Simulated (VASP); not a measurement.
Set up this calculation in VASP 6.6.1, as the native input.

```yaml
Task: single point
Functional: revPBE
Potentials_or_basis: VASP PAW PBE potentials, release 64 (Fe)
Cutoff: 520 eV
k_mesh: 16 × 16 × 8
Occupations: fermi-dirac, width 0.05 eV
Spin: collinear spin, typed start
Starting_moments: "[2.637, 2.637] μB"
Dipole_correction: no
Further_INCAR_settings: ALGO = Normal; EDIFF = 1e-06; NBANDS = 19
```

The structure of Fe lies in POSCAR:

```
Fe
1.0
    2.4307141541      0.0000000000      0.0000000000
   -1.2153570771      2.1050602068      0.0000000000
    0.0000000000      0.0000000000      4.2303450280
Fe
2
Direct
    0.3333333333      0.6666666667      0.2500000000
    0.6666666667      0.3333333333      0.7500000000
```

This isn't the form of Fe at room conditions, which is bcc.

The input as run:

INCAR

```
SYSTEM = Fe
  PREC = Accurate
  ENCUT = 520
  EDIFF = 1E-6
  ISMEAR = -1
  SIGMA = 0.05
  LREAL = .FALSE.
  LASPH = .TRUE.
  NELM = 150
  ALGO = Normal
  ISIF = 2
  LWAVE = .FALSE.
  LCHARG = .TRUE.
  ISPIN = 2
  MAGMOM = 2.637 2.637
  LORBIT = 11
  LMAXMIX = 4
  GGA = RE
  LELF = .TRUE.
  LVHAR = .TRUE.
  NBANDS = 19
```

KPOINTS

```
regular mesh
0
G
  16 16 8
  0 0 0
```

Potentials or basis: VASP PAW PBE potentials, release 64 (Fe).

Command:

```console
$ cat potpaw_PBE.64/Fe/POTCAR > POTCAR
$ mpirun -np 1 vasp_std > vasp.out
```

Results of the run:

```json
{
  "Pressure": "9.3 GPa",
  "Band gap on the k mesh": "none (metal or under the smearing width)",
  "Net moment": "3.35 μB per cell",
  "Site moments": "Fe +1.66 μB",
  "Valence electrons inside the program's atomic spheres": "Fe 7.38"
}
```

Caveat: the PAW data sets were made with another functional, which shifts forces and pressure a little.

Run time: 50 s on 1 thread of Intel(R) Xeon(R) 6975P-C (Granite Rapids), on a shared host, peak memory 0.2 GiB.
